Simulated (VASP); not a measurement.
# N (Pa-3) in VASP: a series of runs

The runs below take N through equation of state, with PBE+D3(BJ).

All numbers are computed with VASP 6.6.1; they aren't measurements. Logs are shortened: lines on timing, memory, paths and dates and some standing lists are left out, and cuts for length are marked.

### Step 1. Starting point

The structure is cubic, space group Pa-3 (No. 205). Conventional cell: a = 5.563 Å, b = 5.563 Å, c = 5.563 Å, α = 90.00°, β = 90.00°, γ = 90.00°. N (site symmetry 3) has 1 N at 1.11 Å as nearest neighbours.

### Step 2. Equation of state, PBE+D3(BJ), 20.66 Å³/atom (a relaxed cell with its volume scaled by 0.96)

INCAR reads:

```
SYSTEM = N
  PREC = Accurate
  ENCUT = 520
  EDIFF = 1E-7
  ISMEAR = 0
  SIGMA = 0.02
  LREAL = .False.
  LASPH = .True.
  NELM = 100
  ALGO = Normal
  ISIF = 2
  LWAVE = .False.
  LCHARG = .False.
  GGA = PE
  IVDW = 12
  KPAR = 4
```

KPOINTS reads:

```
regular mesh
0
Gamma
  4 4 4
  0 0 0
```

POSCAR reads:

```
N                                       
1.0
    5.4878971338     -0.0000000000     -0.0000000000
    0.0000000000      5.4878971338     -0.0000000000
   -0.0000000000      0.0000000000      5.4878971338
  N             
     8
Direct
     0.0577055005149885    0.4422944994850115    0.5577055005149886
     0.4422944994850115    0.5577055005149886    0.0577055005149885
     0.5577055005149886    0.0577055005149885    0.4422944994850115
     0.9422944994850114    0.9422944994850114    0.9422944994850114
     0.9422944994850114    0.5577055005149886    0.4422944994850115
     0.5577055005149886    0.4422944994850115    0.9422944994850114
     0.4422944994850115    0.9422944994850114    0.5577055005149886
     0.0577055005149885    0.0577055005149885    0.0577055005149885
```

Potentials or basis: VASP PAW PBE potentials, release 64 (N).

Command:

```console
$ cat potpaw_PBE.64/N/POTCAR > POTCAR
$ mpirun -np 4 vasp_std > vasp.out
```

OUTCAR:

```text
SYSTEM = N
   PREC = Accurate
   ENCUT = 520
   EDIFF = 1E-7
   ISMEAR = 0
   LREAL = .False.
   LASPH = .True.
   NELM = 100
   ISIF = 2
   GGA = PE
   IVDW = 12
 IVDW          = 12

 ion  position               nearest neighbor table
   1  0.058  0.442  0.558-   5 1.10
   2  0.442  0.558  0.058-   6 1.10
   3  0.558  0.058  0.442-   7 1.10
   4  0.942  0.942  0.942-   8 1.10
   5  0.942  0.558  0.442-   1 1.10
   6  0.558  0.442  0.942-   2 1.10
   7  0.442  0.942  0.558-   3 1.10
   8  0.058  0.058  0.058-   4 1.10

  LATTYP: Found a simple cubic cell.
 ALAT       =     5.4878971338

  Lattice vectors:

 A1 = (   5.4878971338,   0.0000000000,   0.0000000000)
 A2 = (   0.0000000000,   5.4878971338,   0.0000000000)
 A3 = (   0.0000000000,   0.0000000000,   5.4878971338)

Analysis of symmetry for initial positions (statically):
=====================================================================
 Subroutine PRICEL returns:
 Original cell was already a primitive cell.

 Routine SETGRP: Setting up the symmetry group for a
 simple cubic supercell.

 Subroutine GETGRP returns: Found 24 space group operations
 (whereof  6 operations were pure point group operations)
 out of a pool of 48 trial point group operations.

The static configuration has the point symmetry S_6 .
 The point group associated with its full space group is T_h .

Analysis of symmetry for dynamics (positions and initial velocities):
=====================================================================
 Subroutine PRICEL returns:
 Original cell was already a primitive cell.

 Routine SETGRP: Setting up the symmetry group for a
 simple cubic supercell.

 Subroutine GETGRP returns: Found 24 space group operations
 (whereof  6 operations were pure point group operations)
 out of a pool of 48 trial point group operations.

The dynamic configuration has the point symmetry S_6 .
 The point group associated with its full space group is T_h .

 Subroutine INISYM returns: Found 24 space group operations
 (whereof  6 operations are pure point group operations),
 and found     1 'primitive' translations

----------------------------------------------------------------------------------------

                                     Primitive cell

  volume of cell :     165.2791

  direct lattice vectors                    reciprocal lattice vectors
     5.487897134  0.000000000  0.000000000     0.182219159  0.000000000  0.000000000
     0.000000000  5.487897134  0.000000000     0.000000000  0.182219159  0.000000000
     0.000000000  0.000000000  5.487897134     0.000000000  0.000000000  0.182219159

  length of vectors
     5.487897134  5.487897134  5.487897134     0.182219159  0.182219159  0.182219159

  position of ions in fractional coordinates (direct lattice)
     0.057705501  0.442294499  0.557705501
     0.442294499  0.557705501  0.057705501
     0.557705501  0.057705501  0.442294499
     0.942294499  0.942294499  0.942294499
     0.942294499  0.557705501  0.442294499
     0.557705501  0.442294499  0.942294499
     0.442294499  0.942294499  0.557705501
     0.057705501  0.057705501  0.057705501

  ion indices of the primitive-cell ions
   primitive index   ion index
                 1           1
                 2           2
                 3           3
                 4           4
                 5           5
                 6           6
                 7           7
                 8           8

----------------------------------------------------------------------------------------

 KPOINTS: regular mesh

Automatic generation of k-mesh.
 Grid dimensions read from file:
 generate k-points for:    4    4    4

 Generating k-lattice:

  Cartesian coordinates                     Fractional coordinates (reciprocal lattice)
     0.045554790  0.000000000  0.000000000     0.250000000  0.000000000  0.000000000
     0.000000000  0.045554790  0.000000000     0.000000000  0.250000000  0.000000000
     0.000000000  0.000000000  0.045554790     0.000000000  0.000000000  0.250000000

  Length of vectors
     0.045554790  0.045554790  0.045554790

  Shift w.r.t. Gamma in fractional coordinates (k-lattice)
     0.000000000  0.000000000  0.000000000

 Subroutine IBZKPT returns following result:
 ===========================================

 Found     11 irreducible k-points:

 Following reciprocal coordinates:
            Coordinates               Weight
  0.000000  0.000000  0.000000      1.000000
  0.250000  0.000000  0.000000      6.000000
  0.500000  0.000000  0.000000      3.000000
  0.250000  0.250000  0.000000     12.000000
  0.500000  0.250000  0.000000      6.000000
 -0.250000  0.500000  0.000000      6.000000
  0.500000  0.500000  0.000000      3.000000
  0.250000  0.250000  0.250000      8.000000
  0.500000  0.250000  0.250000     12.000000
  0.500000  0.500000  0.250000      6.000000
  0.500000  0.500000  0.500000      1.000000
   k-points           NKPTS =     11   k-points in BZ     NKDIM =     11   number of bands    NBANDS=     25
   number of dos      NEDOS =    301   number of ions     NIONS =      8
   total plane-waves  NPLWV =  74088
   dimension x,y,z NGX =    42 NGY =   42 NGZ =   42
   dimension x,y,z NGXF=    84 NGYF=   84 NGZF=   84
   ions per type =               8
   NGX,Y,Z   is equivalent  to a cutoff of  12.72, 12.72, 12.72 a.u.
   NGXF,Y,Z  is equivalent  to a cutoff of  25.45, 25.45, 25.45 a.u.
 SYSTEM =  N
   PREC   = accura    normal or accurate (medium, high low for compatibility)
   ISTART =      0    job   : 0-new  1-cont  2-samecut
   ICHARG =      2    charge: 1-file 2-atom 10-const
   ISPIN  =      1    spin polarized calculation?
   LNONCOLLINEAR =      F non collinear calculations
   LSORBIT =      F    spin-orbit coupling
   LASPH  =      T    aspherical Exc in radial PAW
   ENCUT  =  520.0 eV  38.22 Ry    6.18 a.u.  10.20 10.20 10.20*2*pi/ulx,y,z
   NELM   =    100;   NELMIN=  2; NELMDL= -5     # of ELM steps
   EDIFF  = 0.1E-06   stopping-criterion for ELM
   LREAL  =      F    real-space projection
   EDIFFG = 0.1E-05   stopping-criterion for IOM
   NSW    =      0    number of steps for IOM
   IBRION =     -1    ionic relax: 0-MD 1-quasi-New 2-CG
   NFREE  =      0    steps in history (QN), initial steepest desc. (CG)
   ISIF   =      2    stress and relaxation
[... 25 lines left out ...]
 Gauss-broadening in eV      SIGMA  =   0.02
  energy-cutoff  :      520.00
  volume of cell :      165.28
 maximum number of plane-waves:      4492
 NGX is ok and might be reduce to    42
   NGX = 21   NGY = 21   NGZ = 21

 number of electron      39.9999989 magnetization

 Free energy of the ion-electron system (eV)
  ---------------------------------------------------
  ext. energy  EPLUGINS =         0.00000000
  ---------------------------------------------------
  free energy    TOTEN  =       -66.49940571 eV

  energy without entropy =      -66.49940571  energy(sigma->0) =      -66.49940571

 E-fermi :  -6.0167     XC(G=0):  -6.7632

 val. band max:       -6.1567341612   @ k =   0.5000   0.0000   0.0000
 cond. band min:       1.1116296271   @ k =   0.0000   0.0000   0.0000
 fundamental gap:      7.2683637883
 Fermi energy:        -6.0167265393

 k-point     1 :       0.0000    0.0000    0.0000
  band No.  band energies     occupation
      1     -24.6567      2.00000
      2     -24.5833      2.00000
      3     -24.5833      2.00000
      4     -24.5833      2.00000
      5      -9.7500      2.00000
      6      -9.7500      2.00000
[... 17 lines left out ...]
     24       2.0845      0.00000
     25       2.0978      0.00000

 k-point     2 :       0.2500    0.0000    0.0000
  band No.  band energies     occupation
      1     -24.6460      2.00000
      2     -24.5940      2.00000
      3     -24.5832      2.00000
      4     -24.5832      2.00000
      5      -9.7395      2.00000
      6      -9.7367      2.00000
[... 17 lines left out ...]
     24       2.0301      0.00000
     25       2.1538      0.00000

 k-point     3 :       0.5000    0.0000    0.0000
  band No.  band energies     occupation
      1     -24.6200      2.00000
      2     -24.6200      2.00000
      3     -24.5830      2.00000
      4     -24.5830      2.00000
      5      -9.7257      2.00000
      6      -9.7257      2.00000
[... 17 lines left out ...]
     24       1.8210      0.00000
     25       1.9420      0.00000

 k-point     4 :       0.2500    0.2500    0.0000
  band No.  band energies     occupation
      1     -24.6367      2.00000
      2     -24.5923      2.00000
      3     -24.5923      2.00000
      4     -24.5845      2.00000
      5      -9.7361      2.00000
      6      -9.7177      2.00000
[... 17 lines left out ...]
     24       1.9900      0.00000
     25       2.0840      0.00000

 k-point     5 :       0.5000    0.2500    0.0000
  band No.  band energies     occupation
      1     -24.6145      2.00000
      2     -24.6145      2.00000
      3     -24.5883      2.00000
      4     -24.5883      2.00000
      5      -9.7226      2.00000
      6      -9.7226      2.00000
[... 17 lines left out ...]
     24       1.8706      0.00000
     25       1.9401      0.00000

 k-point     6 :      -0.2500    0.5000    0.0000
  band No.  band energies     occupation
      1     -24.6145      2.00000
      2     -24.6145      2.00000
      3     -24.5883      2.00000
      4     -24.5883      2.00000
      5      -9.7209      2.00000
      6      -9.7209      2.00000
[... 17 lines left out ...]
     24       1.9506      0.00000
     25       1.9747      0.00000

 k-point     7 :       0.5000    0.5000    0.0000
  band No.  band energies     occupation
      1     -24.6013      2.00000
      2     -24.6013      2.00000
      3     -24.6013      2.00000
      4     -24.6013      2.00000
      5      -9.6994      2.00000
      6      -9.6994      2.00000
[... 17 lines left out ...]
     24       1.8358      0.00000
     25       1.9844      0.00000

 k-point     8 :       0.2500    0.2500    0.2500
  band No.  band energies     occupation
      1     -24.6290      2.00000
      2     -24.5921      2.00000
      3     -24.5921      2.00000
      4     -24.5921      2.00000
      5      -9.7320      2.00000
      6      -9.7320      2.00000
[... 17 lines left out ...]
     24       1.9656      0.00000
     25       2.0543      0.00000

 k-point     9 :       0.5000    0.2500    0.2500
  band No.  band energies     occupation
      1     -24.6105      2.00000
      2     -24.6105      2.00000
      3     -24.5920      2.00000
      4     -24.5920      2.00000
      5      -9.7321      2.00000
      6      -9.7321      2.00000
[... 17 lines left out ...]
     24       1.9042      0.00000
     25       1.9620      0.00000

 k-point    10 :       0.5000    0.5000    0.2500
  band No.  band energies     occupation
      1     -24.6013      2.00000
      2     -24.6013      2.00000
      3     -24.6013      2.00000
      4     -24.6013      2.00000
      5      -9.7273      2.00000
      6      -9.7273      2.00000
[... 17 lines left out ...]
     24       1.8355      0.00000
     25       2.0037      0.00000

 k-point    11 :       0.5000    0.5000    0.5000
  band No.  band energies     occupation
      1     -24.6009      2.00000
      2     -24.6009      2.00000
      3     -24.6009      2.00000
      4     -24.6009      2.00000
      5      -9.7537      2.00000
      6      -9.7537      2.00000
[... 17 lines left out ...]
     24       1.8181      0.00000
     25       2.0356      0.00000

------------------------ aborting loop because EDIFF is reached ----------------------------------------

 Edisp (eV)   -0.49159

 E8    (eV) :    -0.1193

  FORCE on cell =-STRESS in cart. coord.  units (eV):
  Direction    XX          YY          ZZ          XY          YZ          ZX
  --------------------------------------------------------------------------------------
  -------------------------------------------------------------------------------------
  Total       3.66835     3.66835     3.66835     0.00000    -0.00000     0.00000
  in kB      35.56014    35.56014    35.56014     0.00000    -0.00000     0.00000
  external pressure =       35.56 kB  Pullay stress =        0.00 kB

 VOLUME and BASIS-vectors are now :
 -----------------------------------------------------------------------------
  energy-cutoff  :      520.00
  volume of cell :      165.28
      direct lattice vectors                 reciprocal lattice vectors
     5.487897134  0.000000000  0.000000000     0.182219159  0.000000000  0.000000000
     0.000000000  5.487897134  0.000000000     0.000000000  0.182219159  0.000000000
     0.000000000  0.000000000  5.487897134     0.000000000  0.000000000  0.182219159

 POSITION                                       TOTAL-FORCE (eV/Angst)
 -----------------------------------------------------------------------------------
      0.31668      2.42727      3.06063         1.419408     -1.419408      1.419408
      2.42727      3.06063      0.31668        -1.419408      1.419408      1.419408
      3.06063      0.31668      2.42727         1.419408      1.419408     -1.419408
      5.17122      5.17122      5.17122        -1.419408     -1.419408     -1.419408
      5.17122      3.06063      2.42727        -1.419408      1.419408     -1.419408
      3.06063      2.42727      5.17122         1.419408     -1.419408     -1.419408
      2.42727      5.17122      3.06063        -1.419408     -1.419408      1.419408
      0.31668      0.31668      0.31668         1.419408      1.419408      1.419408
 -----------------------------------------------------------------------------------
    total drift:                                0.000000      0.000000      0.000000

  FREE ENERGIE OF THE ION-ELECTRON SYSTEM (eV)
  ---------------------------------------------------
  free  energy   TOTEN  =       -66.9909980275 eV

  energy  without entropy=      -66.9909980275  energy(sigma->0) =      -66.99099803
```

It took 18 s on 4 MPI ranks of Intel Xeon Platinum 8375C at 2.90GHz (Ice Lake), shared host; peak memory 0.25 GiB.

Results:

- Free energy: -66.9910 eV
- Pressure: 3.6 GPa
- Largest force: 2.458 eV/Å
- Band gap on the k mesh: 7.27 eV, indirect (least direct gap 7.30 eV)
- Dispersion energy per atom: -0.061 eV

Caveat: the standard files for N, O and F lose accuracy on very short bonds; forces of over 1 eV/Å show positions far from the minimum, so gaps and moduli don't describe the material at rest.

### Step 3. Equation of state, PBE+D3(BJ), 21.09 Å³/atom (a relaxed cell with its volume scaled by 0.98)

INCAR is that of step 2.

KPOINTS is that of step 2.

POSCAR, as its differences from that of step 2:

```diff
@@ -2,5 +2,5 @@
 1.0
-    5.4878971338     -0.0000000000     -0.0000000000
-    0.0000000000      5.4878971338     -0.0000000000
-   -0.0000000000      0.0000000000      5.4878971338
+    5.5257458962     -0.0000000000     -0.0000000000
+    0.0000000000      5.5257458962     -0.0000000000
+   -0.0000000000      0.0000000000      5.5257458962
   N
```

Potentials or basis: VASP PAW PBE potentials, release 64 (N).

Command:

```console
$ cat potpaw_PBE.64/N/POTCAR > POTCAR
$ mpirun -np 4 vasp_std > vasp.out
```

Run time: 20 s. Hardware: 4 MPI ranks of Intel Xeon Platinum 8375C at 2.90GHz (Ice Lake), shared host; peak memory 0.25 GiB.

The run converged. Its results:

```yaml
Free_energy: -67.0525 eV
Pressure: 1.7 GPa
Largest_force: 1.215 eV/Å
Band_gap_on_the_k_mesh: 7.22 eV, indirect (least direct gap 7.25 eV)
Dispersion_energy_per_atom: -0.060 eV
```

Caveat: the standard files for N, O and F lose accuracy on very short bonds; forces of over 1 eV/Å show positions far from the minimum, so gaps and moduli don't describe the material at rest.

### Step 4. Equation of state, PBE+D3(BJ), 21.52 Å³/atom

INCAR is that of step 3.

KPOINTS is that of step 3.

POSCAR, as its differences from that of step 3:

```diff
@@ -2,5 +2,5 @@
 1.0
-    5.5257458962     -0.0000000000     -0.0000000000
-    0.0000000000      5.5257458962     -0.0000000000
-   -0.0000000000      0.0000000000      5.5257458962
+    5.5630831498     -0.0000000000     -0.0000000000
+    0.0000000000      5.5630831498     -0.0000000000
+   -0.0000000000      0.0000000000      5.5630831498
   N
```

Command:

```console
$ cat potpaw_PBE.64/N/POTCAR > POTCAR
$ mpirun -np 4 vasp_std > vasp.out
```

It took 18 s on 4 MPI ranks of Intel Xeon Platinum 8375C at 2.90GHz (Ice Lake), shared host; peak memory 0.25 GiB.

It converged, with:

* Free energy: -67.0764 eV
* Pressure: 0.0 GPa
* Largest force: 0.055 eV/Å
* Band gap on the k mesh: 7.17 eV, indirect (least direct gap 7.20 eV)
* Dispersion energy per atom: -0.058 eV

Caveat: the standard files for N, O and F lose accuracy on very short bonds.

### Step 5. Equation of state, PBE+D3(BJ), 21.95 Å³/atom (a relaxed cell with its volume scaled by 1.02)

INCAR is that of step 4.

KPOINTS is that of step 4.

POSCAR, as its differences from that of step 4:

```diff
@@ -2,5 +2,5 @@
 1.0
-    5.5630831498     -0.0000000000     -0.0000000000
-    0.0000000000      5.5630831498     -0.0000000000
-   -0.0000000000      0.0000000000      5.5630831498
+    5.5999258337     -0.0000000000     -0.0000000000
+    0.0000000000      5.5999258337     -0.0000000000
+   -0.0000000000      0.0000000000      5.5999258337
   N
```

Command:

```console
$ cat potpaw_PBE.64/N/POTCAR > POTCAR
$ mpirun -np 4 vasp_std > vasp.out
```

Run time: 20 s. Hardware: 4 MPI ranks of Intel Xeon Platinum 8375C at 2.90GHz (Ice Lake), shared host; peak memory 0.25 GiB.

It converged, with:

- Free energy: -67.0652 eV
- Pressure: -1.5 GPa
- Largest force: 1.026 eV/Å
- Band gap on the k mesh: 7.12 eV, indirect (least direct gap 7.15 eV)
- Dispersion energy per atom: -0.057 eV

Caveat: the standard files for N, O and F lose accuracy on very short bonds; forces of over 1 eV/Å show positions far from the minimum, so gaps and moduli don't describe the material at rest.

### Step 6. Equation of state, PBE+D3(BJ), 22.38 Å³/atom (a relaxed cell with its volume scaled by 1.04)

INCAR is that of step 5.

KPOINTS is that of step 5.

POSCAR, as its differences from that of step 5:

```diff
@@ -2,5 +2,5 @@
 1.0
-    5.5999258337     -0.0000000000     -0.0000000000
-    0.0000000000      5.5999258337     -0.0000000000
-   -0.0000000000      0.0000000000      5.5999258337
+    5.6362900074     -0.0000000000     -0.0000000000
+    0.0000000000      5.6362900074     -0.0000000000
+   -0.0000000000      0.0000000000      5.6362900074
   N
```

Potentials or basis: VASP PAW PBE potentials, release 64 (N).

Command:

```console
$ cat potpaw_PBE.64/N/POTCAR > POTCAR
$ mpirun -np 4 vasp_std > vasp.out
```

Wall time 21 s (4 MPI ranks of Intel Xeon Platinum 8375C at 2.90GHz (Ice Lake), shared host); peak memory 0.25 GiB.

Results (log left out):

- Free energy: -67.0229 eV
- Pressure: -2.8 GPa
- Largest force: 2.033 eV/Å
- Band gap on the k mesh: 7.07 eV, indirect (least direct gap 7.10 eV)
- Dispersion energy per atom: -0.055 eV

Caveat: the standard files for N, O and F lose accuracy on very short bonds; forces of over 1 eV/Å show positions far from the minimum, so gaps and moduli don't describe the material at rest.

### Step 7. Equation of state, PBE+D3(BJ)

Potentials or basis: VASP PAW PBE potentials, release 64 (N).

No new run: the results of the series are fitted here.

Results:

```
Equilibrium volume                        : 21.59 Å³/atom
Bulk modulus at fixed shape and positions : 79 GPa
Pressure derivative of the bulk modulus   : 3.6 (rough: it moves with the points fitted)
```

Energy against volume, from the lowest point:
| volume (Å³/atom) | energy (meV/atom) |
| --- | --- |
| 20.660 | 10.67 |
| 21.090 | 2.98 |
| 21.521 | 0.00 |
| 21.951 | 1.39 |
| 22.382 | 6.69 |

Caveat: the standard files for N, O and F lose accuracy on very short bonds; the cell was scaled at fixed shape and fractional positions, which overstates the stiffness of a crystal with free parameters, most of all of layers and chains.
